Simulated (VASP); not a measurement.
Output of a VASP run:

OSZICAR:
```
       N       E                     dE             d eps       ncg     rms          rms(c)
DAV:   1     0.904745421306E+02    0.90475E+02   -0.72696E+03   638   0.125E+03
DAV:   2    -0.189284527428E+00   -0.90664E+02   -0.86223E+02   735   0.272E+02
DAV:   3    -0.672702648630E+01   -0.65377E+01   -0.65023E+01   773   0.726E+01
DAV:   4    -0.685052668377E+01   -0.12350E+00   -0.12343E+00   741   0.109E+01
DAV:   5    -0.685199096832E+01   -0.14643E-02   -0.14641E-02   737   0.116E+00    0.169E+00
DAV:   6    -0.675380341919E+01    0.98188E-01   -0.13817E-01   733   0.293E+00    0.105E+00
DAV:   7    -0.673635390363E+01    0.17450E-01   -0.55534E-02   828   0.170E+00    0.519E-01
DAV:   8    -0.673561637962E+01    0.73752E-03   -0.27752E-03   719   0.586E-01    0.967E-02
DAV:   9    -0.673557700414E+01    0.39375E-04   -0.12005E-04   749   0.131E-01    0.331E-02
DAV:  10    -0.673558052566E+01   -0.35215E-05   -0.11403E-05   748   0.521E-02    0.240E-03
DAV:  11    -0.673558045969E+01    0.65969E-07   -0.15249E-06   740   0.196E-02    0.115E-03
DAV:  12    -0.673558043860E+01    0.21088E-07   -0.10336E-07   400   0.278E-03
   1 F= -.67355804E+01 E0= -.67355804E+01  d E =-.185714E-10
```

**OUTCAR**
```
------------------------ aborting loop because EDIFF is reached ----------------------------------------
  FORCE on cell =-STRESS in cart. coord.  units (eV):
  Direction    XX          YY          ZZ          XY          YZ          ZX
  --------------------------------------------------------------------------------------
  Total        0.5337159      0.5337159      0.5337159      0.0000000     -0.0000000      0.0000000
  in kB       18.7595474     18.7595474     18.7595474      0.0000000     -0.0000000      0.0000000
  external PRESSURE =      18.7595474 kB  Pullay stress =       0.0000000 kB
  volume of cell :       45.58
      direct lattice vectors                 reciprocal lattice vectors
     0.000000000  2.835237556  2.835237556    -0.176352066  0.176352066  0.176352066
     2.835237556  0.000000000  2.835237556     0.176352066 -0.176352066  0.176352066
     2.835237556  2.835237556  0.000000000     0.176352066  0.176352066 -0.176352066
 POSITION                                       TOTAL-FORCE (eV/Angst)
 -----------------------------------------------------------------------------------
      0.00000      0.00000      0.00000        -0.000000     -0.000000     -0.000000
      2.83524      2.83524      2.83524         0.000000      0.000000      0.000000
 -----------------------------------------------------------------------------------
    total drift:                               -0.000000      0.000000      0.000000
  FREE ENERGIE OF THE ION-ELECTRON SYSTEM (eV)
  ---------------------------------------------------
  free  energy   TOTEN  =        -6.7355804386 eV

  energy  without entropy=       -6.7355804386  energy(sigma->0) =       -6.73558044
```
(Selected blocks of OUTCAR.)

File POSCAR:
```
NaBr
1
    0.0000000000     2.8352375562     2.8352375562
    2.8352375562     0.0000000000     2.8352375562
    2.8352375562     2.8352375562     0.0000000000
Na Br
1 1
Direct
  0.0000000000   0.0000000000   0.0000000000
  0.5000000000   0.5000000000   0.5000000000
```

**Question.** Reconstruct the remaining input files.

**Answer.** This is not unique; one that fits is the input of the run itself, LDA (Ceperley-Alder, Perdew-Zunger), plane waves, VASP's LDA PAW potentials (set 64).

### KPOINTS
```
Automatic mesh
0
Gamma
8 8 8
0 0 0
```

### INCAR
```
# general
SYSTEM =NaBr
PREC   =Accurate
ENCUT  =520
LREAL  =.FALSE.
LASPH  =.TRUE.

# electronic loop
EDIFF  =1E-7
NELM   =100
ALGO   =Normal
LMAXMIX=4

# smearing
ISMEAR =0
SIGMA  =0.05

# ions
ISIF   =2

# output
LWAVE  =.FALSE.
LCHARG =.FALSE.
```

POTCAR, in this order: Na_pv Br (LDA.64 set). Program: vasp_std.

The compound is NaBr in the rock salt structure. This cell is one point of a volume scan, at 0.94 of the reference volume.
